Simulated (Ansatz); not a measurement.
C (Fd-3m), comparing deformations

Level of theory: DFT PBE, scalar-relativistic, plane waves, PAW in Ansatz 0.2.0. Settings: plane waves to 420 eV, k-mesh 12×12×12 (Γ-centred), Gaussian smearing 0.05 eV. No spin polarisation. Energies are free energies at this smearing, counted from the undisturbed cell; pressure is positive in compression.

The starting cell (relaxed at this level):

```
C
1.0
     0.00000    1.78574    1.78574
     1.78574    0.00000    1.78574
     1.78574    1.78574    0.00000
C
2
Direct
  0.50000 0.50000 0.50000
  0.75000 0.75000 0.75000
```

The cell is strained by ε times a Voigt pattern (xx, yy, zz, yz, xz, xy; engineering shear) with fractional coordinates fixed. τ = (1/V0) dE/dε comes from the stress tensor. Of each scan, only the three points used here are listed.

| pattern | ε | τ (GPa) |
| --- | --- | --- |
| (0, 0, 0, 1, 0, 0) | -0.0050 | -2.80 |
| (0, 0, 0, 1, 0, 0) | 0.0000 | 0.00 |
| (0, 0, 0, 1, 0, 0) | 0.0025 | 1.40 |
| (0, 0, 1, 0, 0, 0) | -0.0150 | -16.12 |
| (0, 0, 1, 0, 0, 0) | 0.0000 | -0.04 |
| (0, 0, 1, 0, 0, 0) | 0.0150 | 15.41 |
| (1, 1, 0, 0, 0, 0) | -0.0250 | -63.54 |
| (1, 1, 0, 0, 0, 0) | 0.0000 | -0.09 |
| (1, 1, 0, 0, 0, 0) | 0.0250 | 54.29 |

**Question.** Which constants do the scans give, and which deformation costs least for the same size of strain tensor?

**Answer.** The slope dτ/dε at zero (parabola through three points) is pᵀCp: (0, 0, 0, 1, 0, 0) gives C44 = 561 GPa; (0, 0, 1, 0, 0, 0) gives C11 = 1051 GPa; (1, 1, 0, 0, 0, 0) gives 2(C11 + C12) = 2357 GPa. The size of the strain tensor, ε:ε, is ε² times 0.5, 1.0, 2.0. Per unit of it the stiffnesses are 1121, 1051, 1178 GPa, so (0, 0, 1, 0, 0, 0) is the softest of these: at ε:ε = (1 %)² the quadratic term costs 1.87 meV/atom against 2.09 for the stiffest. These are clamped-ion values.

**Question.** What else follows for this cubic crystal?

**Answer.** From the unrounded slopes C11 = 1050.8 and C12 = 127.5 GPa, so B = (C11 + 2 C12)/3 = 435 GPa and the Poisson ratio for a pull along a cube edge is C12/(C11 + C12) = 0.11.

**Question.** How anisotropic is this cubic crystal?

**Answer.** Zener's ratio 2 C44/(C11 − C12) = 1.21 with clamped ions; it is 1 for an isotropic solid.

Forces appear on the atoms along this scan, and letting them relax would lower the energy and soften the response.